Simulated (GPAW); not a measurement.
# CdS (Greenockite) (P6_3mc) in GPAW: a series of runs, part 2 of 3

GPAW 26.7.0. The steps go on from the part before.

### 3 Band structure, RPBE

Input file run.py:

```python
from ase.dft.bandgap import bandgap
from ase.io import read, write
from ase.units import Bohr, GPa
from gpaw import GPAW, PW
from gpaw.elf import elf_from_dft_calculation

atoms = read('CdS.xyz')

calc = GPAW(mode=PW(600),
            xc='RPBE',
            kpts={'size': (7, 7, 4), 'gamma': True},
            occupations={'name': 'fermi-dirac', 'width': 0.05},
            nbands=31,
            convergence={'density': 1e-05, 'energy': 1e-05},
            maxiter=150,
            txt='gpaw.txt')
atoms.calc = calc
energy = atoms.get_potential_energy()
forces = atoms.get_forces()
stress = atoms.get_stress()
calc.write('gs.gpw')
write('result.traj', atoms)
print(f'Energy: {energy:.6f} eV')
print('Forces (eV/A):')
print(forces.round(4))
print('Stress (GPa):', (stress / GPa).round(3))
print('Fermi level:', round(calc.get_fermi_level(), 4), 'eV')
print(f'Gap: {bandgap(calc)[0]:.4f} eV, direct: {bandgap(calc, direct=True)[0]:.4f} eV')

# fields on the real-space grid
write('density.cube', atoms, data=calc.get_pseudo_density() * Bohr**3)
write('potential.cube', atoms, data=calc.get_electrostatic_potential())
write('elf.cube', atoms, data=elf_from_dft_calculation(calc).data)

path = atoms.cell.bandpath('GMKGALHA,LM,KH', npoints=60, eps=1e-4)
bs_calc = calc.fixed_density(kpts=path, symmetry='off', nbands=51,
                             convergence={'bands': 'CBM+6.0', 'eigenstates': 1e-6}, txt='bands.txt')
bs = bs_calc.band_structure()
bs.write('bs.json')
print(f'Gap on the path: {bandgap(bs_calc)[0]:.4f} eV')
```

Input file CdS.xyz:

```xyz
4
Lattice="4.1500000000 0.0000000000 0.0000000000 -2.0750000000 3.5940054257 0.0000000000 0.0000000000 0.0000000000 6.7370000000" Properties=species:S:1:pos:R:3 pbc="T T T"
Cd     2.0750000002      1.1980018084      3.3685000000
Cd    -0.0000000002      2.3960036173      0.0000000000
S      2.0750000002      1.1980018084      5.8948750000
S     -0.0000000002      2.3960036173      2.5263750000
```

Potentials or basis: the program's PAW data sets (release 1.2.1) made for this functional, pw.

Run with:

```bash
> OMP_NUM_THREADS=1 python run.py
```

Wall time 3.2 min (1 thread of Arm Neoverse V1, shared host); peak memory 0.47 GiB.

Results (log left out):

```
Free energy             : -11.3568 eV
Pressure                : 4.0 GPa
Largest force           : 0.070 eV/Å
Band gap on the k mesh  : 1.36 eV, direct
Band gap along the path : 1.36 eV, direct
```

Forces in eV/Å, atoms in the order of the input:
```
Cd   0.000  0.000 -0.070
Cd   0.000  0.000 -0.070
S    0.000  0.000  0.070
S    0.000  0.000  0.070
```

Stress tensor (GPa, compression positive):
```
3.81 0.00 0.00
0.00 3.81 0.00
0.00 0.00 4.47
```

Levels at the corners of the path, in eV from the valence-band top:
```tsv
point	band 15	band 16	band 17	band 18	band 19	band 20	band 21	band 22
Γ	-0.76	-0.04	0.00	0.00	1.36	2.91	6.52	6.52
M	-2.59	-1.84	-1.26	-0.73	3.81	4.02	5.26	6.50
K	-3.00	-1.81	-1.81	-1.57	4.83	5.13	5.13	7.36
Γ	-0.76	-0.04	0.00	0.00	1.36	2.91	6.52	6.52
A	-0.39	-0.39	-0.39	-0.39	2.97	2.97	6.30	6.30
L	-1.31	-1.31	-1.30	-1.30	3.62	3.62	5.49	5.49
H	-2.34	-2.34	-1.10	-1.10	4.48	4.48	6.27	6.27
A	-0.39	-0.39	-0.39	-0.39	2.97	2.97	6.30	6.30
L	-1.31	-1.31	-1.30	-1.30	3.62	3.62	5.49	5.49
M	-2.59	-1.84	-1.26	-0.73	3.81	4.02	5.26	6.50
K	-3.00	-1.81	-1.81	-1.57	4.83	5.13	5.13	7.36
H	-2.34	-2.34	-1.10	-1.10	4.48	4.48	6.27	6.27
```

### 4 Band structure, revPBE

Changes to run.py since step 3:

```diff
@@ -6,6 +6,6 @@
 
-atoms = read('CdS.xyz')
+atoms = read('POSCAR')
 
 calc = GPAW(mode=PW(600),
-            xc='RPBE',
+            xc='revPBE',
             kpts={'size': (7, 7, 4), 'gamma': True},
@@ -34,3 +34,3 @@
 
-path = atoms.cell.bandpath('GMKGALHA,LM,KH', npoints=60, eps=1e-4)
+path = atoms.cell.bandpath('GMKGALHA,LM,KH', npoints=80, eps=1e-4)
 bs_calc = calc.fixed_density(kpts=path, symmetry='off', nbands=51,
```

Input file POSCAR:

```
CdS
1.0
    4.1500000000      0.0000000000      0.0000000000
   -2.0750000000      3.5940054257      0.0000000000
    0.0000000000      0.0000000000      6.7370000000
Cd S
2 2
Direct
    0.6666666667      0.3333333333      0.5000000000
    0.3333333333      0.6666666667      0.0000000000
    0.6666666667      0.3333333333      0.8750000000
    0.3333333333      0.6666666667      0.3750000000
```

Potentials or basis: the program's PAW data sets (release 1.2.1) made for this functional, pw.

Run with:

```bash
> OMP_NUM_THREADS=1 python run.py
```

gpaw.txt:

```text
__  _  _
 | _ |_)|_||  |
 |__||  | ||/\| - 26.7.0

Input parameters:
  mode=PW(ecut=600.0),
  convergence={'density': 1e-05, 'energy': 1e-05},
  kpts=MonkhorstPack(size=(7, 7, 4), gamma=True),
  maxiter=150,
  nbands=31,
  occupations=Occupations(name='fermi-dirac', width=0.05),
  xc=XC(name='revPBE')

Diagonalizing LCAO Hamiltonian
Converting LCAO to pw mode

            S

            Cd
        S

        Cd

Atoms  # Å, Bohr magnetons
|   | symbol |         x |        y |        z |    initial magnetic moments |
|---|--------|-----------|----------|----------|-----------------------------|
| 0 |     Cd |  2.075000 | 1.198002 | 3.368500 | ( 0.0000,  0.0000,  0.0000) |
| 1 |     Cd | -0.000000 | 2.396004 | 0.000000 | ( 0.0000,  0.0000,  0.0000) |
| 2 |      S |  2.075000 | 1.198002 | 5.894875 | ( 0.0000,  0.0000,  0.0000) |
| 3 |      S | -0.000000 | 2.396004 | 2.526375 | ( 0.0000,  0.0000,  0.0000) |

Unit cell  # Å
| periodic |         x |        y |        z |  lengths |     angles |
|----------|-----------|----------|----------|----------|------------|
|      yes |  4.150000 | 0.000000 | 0.000000 | 4.150000 |  90.000000 |
|      yes | -2.075000 | 3.594005 | 0.000000 | 4.150000 |  90.000000 |
|      yes |  0.000000 | 0.000000 | 6.737000 | 6.737000 | 120.000000 |

Number of symmetries: 6
Symmetry operations  # r_c * U_cc + t_c -> r_c
|   | kind |            matrix            |
|---|------|------------------------------|
| 0 |  σ   |  1, 1, 0,  0,-1, 0,  0, 0, 1 |
| 1 |  E   |  1, 0, 0,  0, 1, 0,  0, 0, 1 |
| 2 |  C3  |  0, 1, 0, -1,-1, 0,  0, 0, 1 |
| 3 |  σ   |  0,-1, 0, -1, 0, 0,  0, 0, 1 |
| 4 |  σ   | -1, 0, 0,  1, 1, 0,  0, 0, 1 |
| 5 |  C3  | -1,-1, 0,  1, 0, 0,  0, 0, 1 |

BZ-sampling:
  Number of BZ points: 196
  Number of IBZ points: 28

  Monkhorst-Pack size: [7, 7, 4]
  Monkhorst-Pack shift: [0.0, 0.0, 0.125]

K-points  # in reciprocal-cell coordinates
|     |                                coordinates |     weight |
|-----|--------------------------------------------|------------|
|   0 | (  0.00000000,   0.00000000,   0.00000000) | 0.00510204 |
|   1 | (  0.00000000,   0.00000000,   0.25000000) | 0.01020408 |
|   2 | (  0.00000000,   0.00000000,   0.50000000) | 0.00510204 |
|   3 | (  0.14285714,   0.00000000,  -0.25000000) | 0.03061224 |
|   4 | (  0.14285714,   0.00000000,   0.00000000) | 0.03061224 |
|   5 | (  0.14285714,   0.00000000,   0.25000000) | 0.03061224 |
|   6 | (  0.14285714,   0.00000000,   0.50000000) | 0.03061224 |
|   7 | (  0.28571429,  -0.14285714,   0.00000000) | 0.03061224 |
|   8 | (  0.28571429,  -0.14285714,   0.25000000) | 0.06122449 |
|   9 | (  0.28571429,  -0.14285714,   0.50000000) | 0.03061224 |
| ... |                                            |            |
|  27 | (  0.42857143,   0.42857143,   0.50000000) | 0.03061224 |

Plane wave coefficients: 3376
Cutoff: 600.0 eV

Spin-components: 1 (collinear spins)
Bands:           31
Projectors:      22
Spin-degeneracy: 2
Datatype:        complex128

Parallelization:
  kpt:    1
  domain: 1
  band:   1

Density:
  Valence electrons: 36.0
  Components: 1
  Grid points: [24 24 40]
  Charge: 0.0  # |e|

Potential:
  Grid points: [24 24 40]

species:
  Cd:
    name:    Cadmium
    Z:       48.0
    valence: 12
    core:    36
    charge:  0.0  # [|e|]
    compensation charges:
      type: gauss
      rc: 0.38  # [Å]
      lmax: 2
    cutoffs:
      filter: 2.12  # [Å]
      core: 2.62  # [Å]
    projectors
    | kind |    occ | energy [eV] | rcut [Å] |
    |------|--------|-------------|----------|
    |   5s |  2.000 |      -5.557 |    1.191 |
    |   5p |  0.000 |      -1.140 |    1.228 |
    |   4d | 10.000 |     -11.696 |    1.164 |
    |    s |        |      21.654 |    1.191 |
    |    p |        |      26.071 |    1.228 |
    |    d |        |      15.516 |    1.164 |

    Using partial waves for Cd as LCAO basis

  S:
    name:    Sulfur
    Z:       16.0
    valence: 6
    core:    10
    charge:  0.0  # [|e|]
    compensation charges:
      type: gauss
      rc: 0.24  # [Å]
      lmax: 2
    cutoffs:
      filter: 1.77  # [Å]
      core: 1.66  # [Å]
    projectors
    | kind |    occ | energy [eV] | rcut [Å] |
    |------|--------|-------------|----------|
    |   3s |  2.000 |     -17.230 |    0.974 |
    |   3p |  4.000 |      -6.978 |    0.979 |
    |    s |        |       9.981 |    0.974 |
    |    p |        |      20.234 |    0.979 |
    |    d |        |       0.000 |    0.900 |

    Using partial waves for S as LCAO basis

Reference energy: -326079.404338  # eV

eigensolver:
  PPCG
  Converge bands: occupied
  niter=2

density mixing:
  MSR1-Mixer
  Pratt-step length: 0.05
  Maximum mixing coefficient: 0.75
  Old densities: 10
  SVD Regularization: 0.005
  Good broyden scale: 1.0
  Trust region scale: 1.0
  Backstep threshold: 4.0
  History deletion threshold: 6.0
  Fourier metric: weight=20.0, sigma=0.015

occupation numbers:
  Fermi-Dirac:
    width: 0.0500  # eV

poisson solver:
  ecut: 4800.0  # eV

xc functional:
  name: revPBE with 2 nearest neighbor stencil

convergence criteria:
- Maximum integral of absolute [dens]ity change: 1e-05 electrons / valence electron
- Maximum [total energy] change in last 3 cyles: 1e-05 eV / valence electron
- Maximum integral of absolute [eigenst]ate change: 4e-08 eV^2 / valence electron
maximum number of iterations: 150

SCF iterations
|iter     | |      energy | eigst |  dens |
|---------|-|-------------|-------|-------|
|iter:   1| |  -12.535214 | -0.41 |       |
|iter:   2| |  -12.304744 | -2.12 | -1.11 |
|iter:   3| |  -11.503575 | -1.34 | -1.15 |
|iter:   4| |  -11.504719 | -3.18 | -1.73 |
|iter:   5| |  -11.505280 | -3.62 | -2.15 |
|iter:   6| |  -11.505457 | -4.92 | -2.89 |
|iter:   7| |  -11.505485c| -6.04 | -3.43 |
|iter:   8| |  -11.505486c| -7.17 | -4.29 |
|iter:   9| |  -11.505486c| -7.91c| -4.60 |
|iter:  10| |  -11.505486c| -7.70c| -5.00c|

Converged in 10 steps
Energy contributions relative to reference atoms: (reference = -326079.404338)

Energy contributions:
  Kinetic:          40.779218
  Coulomb:         -36.875087
  Zero:              0.306595
  External:          0.000000
  Xc:              -15.716213
  Entropy:          -0.000000
  Spinorbit:         0.000000
  ----------------------------
  Free energy:     -11.505486
  Extrapolated:    -11.505486

dipole moment: (0.000001, -0.000022, -18.974597)  # |e|*Ang

Fermi level: 4.238
Eigenvalues  # (at kpt = [0.000, 0.000, 0.000])
| band index |      eig [eV] | occ [0-2] |
|------------|---------------|-----------|
|          0 |        -8.746 |     2.000 |
|        ... |               |           |
|         10 |        -3.570 |     2.000 |
|         11 |        -3.232 |     2.000 |
|         12 |        -0.750 |     2.000 |
|         13 |         2.791 |     2.000 |
|         14 |         2.791 |     2.000 |
|         15 |         3.508 |     2.000 |
[... 8 lines left out ...]
|         24 |        11.137 |     0.000 |
|         25 |        11.383 |     0.000 |
|        ... |               |           |
|         30 |        15.138 |     0.000 |

Gap: 1.315 eV
Transition (v -> c):
  (s=0, k=0, n=17, [0.00, 0.00, 0.00]) -> (s=0, k=0, n=18, [0.00, 0.00, 0.00])
No difference between direct/indirect transitions

Forces  # eV/Ang
|        x |        y |        z |
|----------|----------|----------|
|  0.00000 |  0.00000 | -0.06901 |  # Cd   0
| -0.00000 | -0.00000 | -0.06911 |  # Cd   1
| -0.00000 |  0.00000 |  0.06889 |  # S    2
|  0.00000 |  0.00000 |  0.06918 |  # S    3

Stress tensor  # eV/Ang^3
|         x |         y |         z |
|-----------|-----------|-----------|
| -0.020133 |  0.000000 | -0.000000 |
|  0.000000 | -0.020133 |  0.000000 |
| -0.000000 |  0.000000 | -0.024199 |

# Writing to gs.gpw (mode='')
```

Wall time 3.8 min (1 thread of Arm Neoverse V1, shared host); peak memory 0.54 GiB.

What came out:

- Free energy: -11.5055 eV
- Pressure: 3.4 GPa
- Largest force: 0.069 eV/Å
- Band gap on the k mesh: 1.32 eV, direct
- Band gap along the path: 1.32 eV, direct

Forces in eV/Å, atoms in the order of the input:
```
Cd   0.000  0.000 -0.069
Cd   0.000  0.000 -0.069
S    0.000  0.000  0.069
S    0.000  0.000  0.069
```

Stress tensor (GPa, compression positive):
```
3.23 0.00 0.00
0.00 3.23 0.00
0.00 0.00 3.88
```

Levels at the corners of the path, in eV from the valence-band top:
```csv
point,band 16,band 17,band 18,band 19,band 20,band 21
Γ,-0.04,0.00,0.00,1.32,2.88,6.49
M,-1.85,-1.27,-0.73,3.78,3.98,5.22
K,-1.82,-1.82,-1.58,4.79,5.11,5.11
Γ,-0.04,0.00,0.00,1.32,2.88,6.49
A,-0.39,-0.39,-0.39,2.93,2.93,6.27
L,-1.32,-1.31,-1.31,3.58,3.58,5.46
H,-2.35,-1.11,-1.11,4.45,4.45,6.23
A,-0.39,-0.39,-0.39,2.93,2.93,6.27
L,-1.32,-1.31,-1.31,3.58,3.58,5.46
M,-1.85,-1.27,-0.73,3.78,3.98,5.22
K,-1.82,-1.82,-1.58,4.79,5.11,5.11
H,-2.35,-1.11,-1.11,4.45,4.45,6.23
```

(Continued in part 3 of 3.)
